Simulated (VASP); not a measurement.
# ZrB2 (P6/mmm) in VASP: further runs, part 2 of 3

VASP 6.6.1.

**3. Electrostatic potential, r2SCAN+rVV10**

File INCAR:

```
ALGO = Normal
BPARAM = 11.95
CPARAM = 0.0093
EDIFF = 1E-6
ENCUT = 520
ISIF = 2
ISMEAR = -5
IVDW_NL = 2
LASPH = True
LCHARG = True
LMIXTAU = True
LREAL = False
LUSE_VDW = True
LVHAR = True
LWAVE = False
METAGGA = R2SCAN
NELM = 60
PREC = Accurate
SIGMA = 0.05
```

File ZrB2.cif:

```cif
data_ZrB2
_cell_length_a 3.17000000
_cell_length_b 3.17000000
_cell_length_c 3.53300000
_cell_angle_alpha 90.00000000
_cell_angle_beta 90.00000000
_cell_angle_gamma 120.00000000
_space_group_name_H-M_alt 'P6/mmm'
_space_group_name_Hall '-P 6 2'
_space_group_IT_number 191
loop_
_space_group_symop_operation_xyz
'x,y,z'
'-x,-y,-z'
'x-y,x,z'
'-x+y,-x,-z'
'-y,x-y,z'
'y,-x+y,-z'
'-x,-y,z'
'x,y,-z'
'-x+y,-x,z'
'x-y,x,-z'
'y,-x+y,z'
'-y,x-y,-z'
'-y,-x,-z'
'y,x,z'
'-x,-x+y,-z'
'x,x-y,z'
'-x+y,y,-z'
'x-y,-y,z'
'y,x,-z'
'-y,-x,z'
'x,x-y,-z'
'-x,-x+y,z'
'x-y,-y,-z'
'-x+y,y,z'
loop_
_atom_site_label
_atom_site_type_symbol
_atom_site_symmetry_multiplicity
_atom_site_Wyckoff_symbol
_atom_site_fract_x
_atom_site_fract_y
_atom_site_fract_z
_atom_site_occupancy
Zr1 Zr 1 a 0.0000000000 0.0000000000 0.0000000000 1
B1 B 2 d 0.6666666667 0.3333333333 0.5000000000 1
```

File KPOINTS:

```
k-points
0
Gamma
  10 10 8
```

File POSCAR:

```
Zr B 
 1.0000000000000000
     3.1699999999999999    0.0000000000000000    0.0000000000000000
    -1.5849999999999993    2.7453005299966708    0.0000000000000000
     0.0000000000000000    0.0000000000000000    3.5329999999999999
 Zr  B  
   1   2
Cartesian
  0.0000000000000000  0.0000000000000000  0.0000000000000000
  1.5850000001585003  0.9151001765740467  1.7665000000000000
 -0.0000000001584996  1.8302003534226241  1.7665000000000000
```

Potentials or basis: VASP PAW PBE potentials, release 64 (Zr_sv, B).

Launch:

```
$ ase convert -i cif -o vasp ZrB2.cif POSCAR
$ cat potpaw_PBE.64/Zr_sv/POTCAR potpaw_PBE.64/B/POTCAR > POTCAR
$ mpirun -np 1 vasp_std > vasp.out
```

OUTCAR:

```text
BPARAM = 11.95
   EDIFF = 1E-6
   ENCUT = 520
   ISIF = 2
   ISMEAR = -5
   IVDW_NL = 2
   LASPH = True
   LREAL = False
   METAGGA = R2SCAN
   NELM = 60
   PREC = Accurate

 ion  position               nearest neighbor table
   1  0.000  0.000  0.000-   2 2.54   3 2.54   2 2.54   3 2.54   2 2.54   2 2.54   3 2.54   3 2.54
                             2 2.54   2 2.54   3 2.54   3 2.54
   2  0.667  0.333  0.500-   3 1.83   3 1.83   3 1.83   1 2.54   1 2.54   1 2.54   1 2.54   1 2.54
                             1 2.54
   3  0.333  0.667  0.500-   2 1.83   2 1.83   2 1.83   1 2.54   1 2.54   1 2.54   1 2.54   1 2.54
                             1 2.54

  LATTYP: Found a hexagonal cell.
 ALAT       =     3.1700000000
 C/A-ratio  =     1.1145110410

  Lattice vectors:

 A1 = (   3.1700000000,   0.0000000000,   0.0000000000)
 A2 = (  -1.5850000000,   2.7453005300,   0.0000000000)
 A3 = (   0.0000000000,   0.0000000000,   3.5330000000)

Analysis of symmetry for initial positions (statically):
=====================================================================
 Subroutine PRICEL returns:
 Original cell was already a primitive cell.

[... 220 lines left out ...]
      9       8.0290      2.00000
     10      14.2595      0.00000
     11      14.2595      0.00000
     12      15.0829      0.00000
     13      15.0829      0.00000
[... 610 lines left out ...]
  band No.  band energies     occupation
      1     -39.6014      2.00000
      2     -17.4599      2.00000
      3     -17.2039      2.00000
      4     -17.0343      2.00000
      5       0.3528      2.00000
      6       2.8865      2.00000
      7       4.9994      2.00000
      8       7.3254      2.00000
      9       8.2241      2.00000
     10      12.6503     -0.00480
     11      14.8082      0.00000
     12      15.4475      0.00000
     13      17.0343      0.00000

 [... further k-points ...]

------------------------ aborting loop because EDIFF is reached ----------------------------------------

  FORCE on cell =-STRESS in cart. coord.  units (eV):
  Direction    XX          YY          ZZ          XY          YZ          ZX
  --------------------------------------------------------------------------------------
  -------------------------------------------------------------------------------------
  Total       -0.1351450     -0.1351450      0.3127067      0.0000000      0.0000000     -0.0000000
  in kB       -7.0423516     -7.0423516     16.2950245      0.0000000      0.0000000     -0.0000000
  external PRESSURE =       0.7367738 kB  Pullay stress =       0.0000000 kB

 VOLUME and BASIS-vectors are now :
 -----------------------------------------------------------------------------
  energy-cutoff  :      520.00
  volume of cell :       30.75
      direct lattice vectors                 reciprocal lattice vectors
     3.170000000  0.000000000  0.000000000     0.315457413  0.182129422  0.000000000
    -1.585000000  2.745300530  0.000000000     0.000000000  0.364258845  0.000000000
     0.000000000  0.000000000  3.533000000     0.000000000  0.000000000  0.283045570

 POSITION                                       TOTAL-FORCE (eV/Angst)
 -----------------------------------------------------------------------------------
      0.00000      0.00000      0.00000        -0.000000      0.000000      0.000000
      1.58500      0.91510      1.76650        -0.000000      0.000000      0.000000
     -0.00000      1.83020      1.76650         0.000000     -0.000000      0.000000
 -----------------------------------------------------------------------------------
    total drift:                               -0.000000      0.000000     -0.000000

  FREE ENERGIE OF THE ION-ELECTRON SYSTEM (eV)
  ---------------------------------------------------
  free  energy   TOTEN  =       -40.4331587561 eV

  energy  without entropy=      -40.4331587561  energy(sigma->0) =      -40.43315876
```

OSZICAR:

```text
N       E                     dE             d eps       ncg     rms          rms(c)
DAV:   1     0.949593413178E+02    0.94959E+02   -0.10230E+04  1820   0.143E+03
DAV:   2    -0.425923704793E+02   -0.13755E+03   -0.13357E+03  2083   0.347E+02
DAV:   3    -0.490581551998E+02   -0.64658E+01   -0.64062E+01  2961   0.650E+01
DAV:   4    -0.492453015899E+02   -0.18715E+00   -0.18675E+00  2380   0.101E+01
DAV:   5    -0.492490595006E+02   -0.37579E-02   -0.37560E-02  2762   0.127E+00    0.236E+01
DAV:   6    -0.403185369550E+02    0.89305E+01   -0.81192E+00  2411   0.262E+01    0.784E+00
DAV:   7    -0.402553636377E+02    0.63173E-01   -0.93595E-01  2277   0.107E+01    0.153E+00
DAV:   8    -0.401397133815E+02    0.11565E+00   -0.91960E-01  2211   0.973E+00    0.101E+00
DAV:   9    -0.402597938929E+02   -0.12008E+00   -0.38700E-02  2512   0.212E+00    0.811E-01
DAV:  10    -0.403776669955E+02   -0.11787E+00   -0.83881E-02  2145   0.349E+00    0.233E-01
DAV:  11    -0.404087269552E+02   -0.31060E-01   -0.64502E-03  2331   0.885E-01    0.147E-01
DAV:  12    -0.404210468441E+02   -0.12320E-01   -0.41177E-02  1920   0.198E+00    0.190E-01
DAV:  13    -0.404296964984E+02   -0.86497E-02   -0.38385E-03  2119   0.572E-01    0.103E-01
DAV:  14    -0.404323118244E+02   -0.26153E-02   -0.88940E-04  2085   0.269E-01    0.189E-02
DAV:  15    -0.404331382607E+02   -0.82644E-03   -0.68074E-04  2040   0.251E-01    0.218E-02
DAV:  16    -0.404331590056E+02   -0.20745E-04   -0.24713E-05  2747   0.442E-02    0.131E-02
DAV:  17    -0.404331587561E+02    0.24946E-06   -0.29030E-06  2165   0.133E-02
   1 F= -.40433159E+02 E0= -.40433159E+02  d E =0.000000E+00
```

Run time: 82 s. Hardware: 1 thread of Intel Xeon 6975P-C (Granite Rapids), shared host; peak memory 0.23 GiB.

What came out:

```yaml
Free_energy: -40.4332 eV
Pressure: 0.1 GPa
Band_gap_on_the_k_mesh: none (metal or under the smearing width)
```

Caveat: the PAW data sets were made with another functional, which shifts forces and pressure a little; pairwise dispersion overbinds metals, which lowers pressure and volume; tetrahedron occupations give inexact forces and stress in metals.

**4. Single point, PBE+D4 (cell strained at random at fixed volume)**

File run.py:

```python
from ase.calculators.vasp import Vasp
from ase.dft.bandgap import bandgap
from ase.io import read

atoms = read('ZrB2.cif')
calc = Vasp(
    directory='calc',
    xc='pbe',
    pp='PBE',
    setups='materialsproject',
    prec='Accurate',
    encut=520,
    ediff=1e-07,
    ismear=0,
    sigma=0.05,
    lreal=False,
    lasph=True,
    nelm=80,
    algo='Fast',
    isif=2,
    lwave=False,
    lcharg=False,
    ivdw=13,
    kpts=[12, 12, 9],
    gamma=True,
)
atoms.calc = calc

print('energy (eV):', atoms.get_potential_energy())
print('free energy (eV):', atoms.get_potential_energy(force_consistent=True))
print('forces (eV/A):')
print(atoms.get_forces())
print('stress (eV/A^3, Voigt):', atoms.get_stress())
print('Fermi level (eV):', calc.get_fermi_level())
gap, top, bottom = bandgap(calc)
print('band gap (eV):', gap, 'from (spin, k, band)', top, 'to', bottom)
```

File ZrB2.cif:

```cif
data_ZrB2
_cell_length_a 3.10958391
_cell_length_b 3.17444545
_cell_length_c 3.63148099
_cell_angle_alpha 88.74061781
_cell_angle_beta 90.78254482
_cell_angle_gamma 120.91642666
_space_group_name_H-M_alt 'P1'
_space_group_name_Hall 'P 1'
_space_group_IT_number 1
loop_
_space_group_symop_operation_xyz
'x,y,z'
loop_
_atom_site_label
_atom_site_type_symbol
_atom_site_symmetry_multiplicity
_atom_site_Wyckoff_symbol
_atom_site_fract_x
_atom_site_fract_y
_atom_site_fract_z
_atom_site_occupancy
Zr1 Zr 1 a 0.0000000000 0.0000000000 0.0000000000 1
B1 B 1 a 0.6666666667 0.3333333333 0.5000000000 1
B2 B 1 a 0.3333333333 0.6666666667 0.5000000000 1
```

Potentials or basis: VASP PAW PBE potentials, release 64 (Zr_sv, B).

Launch:

```
$ python run.py
```

Output:

```text
energy (eV): -25.84516716
free energy (eV): -25.84537202
forces (eV/A):
[[-0.00000e+00 -0.00000e+00  0.00000e+00]
 [ 7.80873e-03 -5.22900e-05  3.75783e-03]
 [-7.80873e-03  5.22900e-05 -3.75783e-03]]
stress (eV/A^3, Voigt): [-0.02655851  0.00936868  0.08611355  0.02493195 -0.01979168 -0.04667477]
Fermi level (eV): 10.56382966
band gap (eV): 0.0 from (spin, k, band) (None, None, None) to (None, None, None)
```

OUTCAR:

```text
ENCUT = 520.000000
   EDIFF = 1.00e-07
   GGA = PE
   PREC = Accurate
   ISIF = 2
   ISMEAR = 0
   NELM = 80
   IVDW = 13
   LASPH = .TRUE.
   LREAL = .FALSE.

 ion  position               nearest neighbor table
   1  0.000  0.000  0.000-   2 2.54   3 2.54   2 2.55   3 2.55   3 2.55   2 2.55   2 2.55   3 2.55
                             3 2.59   2 2.59   2 2.60   3 2.60
   2  0.667  0.333  0.500-   3 1.78   3 1.82   3 1.82   1 2.54   1 2.55   1 2.55   1 2.55   1 2.59
                             1 2.60
   3  0.333  0.667  0.500-   2 1.78   2 1.82   2 1.82   1 2.54   1 2.55   1 2.55   1 2.55   1 2.59
                             1 2.60

  LATTYP: Found a triclinic cell.
 ALAT       =     3.1744454500
 B/A-ratio  =     0.9762038826
 C/A-ratio  =     1.1439733482
 COS(alpha) =     0.0088097310
 COS(beta)  =     0.0219785959
 COS(gamma) =     0.5088185755

  Lattice vectors:

 A1 = (   1.6309895585,  -2.7234127441,   0.0000000000)
 A2 = (  -1.4785943515,  -2.7234127441,   0.0000000000)
 A3 = (   0.0495971660,  -0.0633306273,  -3.6305899704)

Analysis of symmetry for initial positions (statically):
=====================================================================
 Subroutine PRICEL returns:
 Original cell was already a primitive cell.

 Routine SETGRP: Setting up the symmetry group for a
 triclinic supercell.

 Subroutine GETGRP returns: Found  2 space group operations
 (whereof  2 operations were pure point group operations)
 out of a pool of  2 trial point group operations.

The static configuration has the point symmetry S_2 .

Analysis of symmetry for dynamics (positions and initial velocities):
=====================================================================
 Subroutine PRICEL returns:
 Original cell was already a primitive cell.

 Routine SETGRP: Setting up the symmetry group for a
 triclinic supercell.

 Subroutine GETGRP returns: Found  2 space group operations
 (whereof  2 operations were pure point group operations)
 out of a pool of  2 trial point group operations.

The dynamic configuration has the point symmetry S_2 .

 Subroutine INISYM returns: Found  2 space group operations
 (whereof  2 operations are pure point group operations),
 and found     1 'primitive' translations

----------------------------------------------------------------------------------------

                                     Primitive cell

  volume of cell :      30.7463

[... 129 lines left out ...]
   EMIN   =  10.00;   EMAX   =-10.00  energy-range for DOS
   EFERMI =   0.00;   METHOD = LEGACY
   ISMEAR =     0;   SIGMA  =   0.05  broadening in eV -4-tet -1-fermi 0-gaus
   EFERMI_NEDOS =   21; number of points for ismear=-14 and -15
   IALGO  =     68    algorithm
   IMIX   =      4    mixing-type and parameters
     AMIX     =   0.40;   BMIX     =  1.00
     AMIX_MAG =   1.60;   BMIX_MAG =  1.00
  volume/ion in A,a.u.               =      10.25        69.16
  Fermi-wavevector in a.u.,A,eV,Ry     =   1.369519  2.588015 25.518841  1.875582
  Thomas-Fermi vector in A             =   2.495387
   LORBIT       =      0    0 simple, 1 ext, 2 COOP (PROOUT), +10 PAW based schemes
   GGA     = PE    functional components
   LHFCALC =     F    Hartree Fock is set to
   AEXX    =    0.0000 exact exchange contribution
   IVDW    =    13    specifies the selected vdW correction
   LEPSILON=     F    determine dielectric tensor
   LRPA    =     F    only Hartree local field effects (RPA)
 non-spin polarized calculation
 RMM-DIIS sequential band-by-band and
 Gauss-broadening in eV      SIGMA  =   0.05
  energy-cutoff  :      520.00
  volume of cell :       30.75
 maximum number of plane-waves:       844
   NGX = 11   NGY = 11   NGZ = 13

 number of electron      18.0000000 magnetization

 Free energy of the ion-electron system (eV)
  ---------------------------------------------------
  ext. energy  EPLUGINS =         0.00000000
  ---------------------------------------------------
  free energy    TOTEN  =       -24.91413075 eV

  energy without entropy =      -24.91372103  energy(sigma->0) =      -24.91392589

 E-fermi :  10.5638     XC(G=0): -12.4355

 val. band max:       10.5494606983   @ k =   0.0833  -0.1667   0.3333
 cond. band min:      10.5661266980   @ k =   0.0833  -0.0833   0.3333
 fundamental gap:      0.0166659997
 Fermi energy:        10.5638296600

 k-point     1 :       0.0000    0.0000    0.0000
  band No.  band energies     occupation
      1     -38.1837      2.00000
      2     -16.3939      2.00000
      3     -15.7809      2.00000
      4     -15.7214      2.00000
      5      -2.2578      2.00000
      6       7.7916      2.00000
      7       7.8617      2.00000
      8       8.0208      2.00000
      9       8.3462      2.00000
     10      13.8776      0.00000
     11      15.6636      0.00000
     12      15.8080      0.00000
     13      16.3412      0.00000
[... 610 lines left out ...]
  band No.  band energies     occupation
      1     -38.0972      2.00000
      2     -16.4362      2.00000
      3     -16.2679      2.00000
      4     -15.9063      2.00000
      5      -0.6088      2.00000
      6       4.8048      2.00000
      7       6.8122      2.00000
      8       7.4008      2.00000
      9       8.9886      2.00000
     10      12.2479      0.00000
     11      12.3809      0.00000
     12      14.7372      0.00000
     13      14.9244      0.00000

 [... further k-points ...]

------------------------ aborting loop because EDIFF is reached ----------------------------------------

  DFT-D4 for vdW energy calculation

  Edisp (eV):   -0.93124

  FORCE on cell =-STRESS in cart. coord.  units (eV):
  Direction    XX          YY          ZZ          XY          YZ          ZX
  --------------------------------------------------------------------------------------
  -------------------------------------------------------------------------------------
  Total       0.81658    -0.28805    -2.64767     1.43508    -0.76656     0.60852
  in kB      42.55143   -15.01028  -137.96912    74.78123   -39.94538    31.70977
  external pressure =      -36.81 kB  Pullay stress =        0.00 kB

 VOLUME and BASIS-vectors are now :
 -----------------------------------------------------------------------------
  energy-cutoff  :      520.00
  volume of cell :       30.75
      direct lattice vectors                 reciprocal lattice vectors
     3.109583910  0.000000000  0.000000000     0.321586434  0.192590755  0.001033684
    -1.630989559  2.723412744  0.000000000     0.000000000  0.367186355 -0.006405059
    -0.049597166  0.063330627  3.630589970     0.000000000  0.000000000  0.275437328

 POSITION                                       TOTAL-FORCE (eV/Angst)
 -----------------------------------------------------------------------------------
      0.00000      0.00000      0.00000        -0.000000     -0.000000      0.000000
      1.50459      0.93947      1.81529         0.007809     -0.000052      0.003758
     -0.07560      1.84727      1.81529        -0.007809      0.000052     -0.003758
 -----------------------------------------------------------------------------------
    total drift:                               -0.000000      0.000000     -0.000000

  FREE ENERGIE OF THE ION-ELECTRON SYSTEM (eV)
  ---------------------------------------------------
  free  energy   TOTEN  =       -25.8453720193 eV

  energy  without entropy=      -25.8449622992  energy(sigma->0) =      -25.84516716
```

INCAR:

```text
ENCUT = 520.000000
SIGMA = 0.050000
EDIFF = 1.00e-07
ALGO = Fast
GGA = PE
PREC = Accurate
ISIF = 2
ISMEAR = 0
NELM = 80
IVDW = 13
LASPH = .TRUE.
LCHARG = .FALSE.
LWAVE = .FALSE.
LREAL = .FALSE.
```

Run time: 3.4 min. Hardware: 1 thread of Intel Xeon 6975P-C (Granite Rapids), shared host; peak memory 0.35 GiB.

Results:

- Free energy: -25.8454 eV
- Pressure: -3.7 GPa
- Largest force: 0.009 eV/Å
- Band gap on the k mesh: none (metal or under the smearing width)
- Dispersion energy per atom: -0.310 eV

Forces in eV/Å, atoms in the order of the input:
```
Zr   0.000  0.000  0.000
B    0.008  0.000  0.004
B   -0.008  0.000 -0.004
```

Caveat: pairwise dispersion overbinds metals, which lowers pressure and volume.

(Part 2 of 3 ends here.)
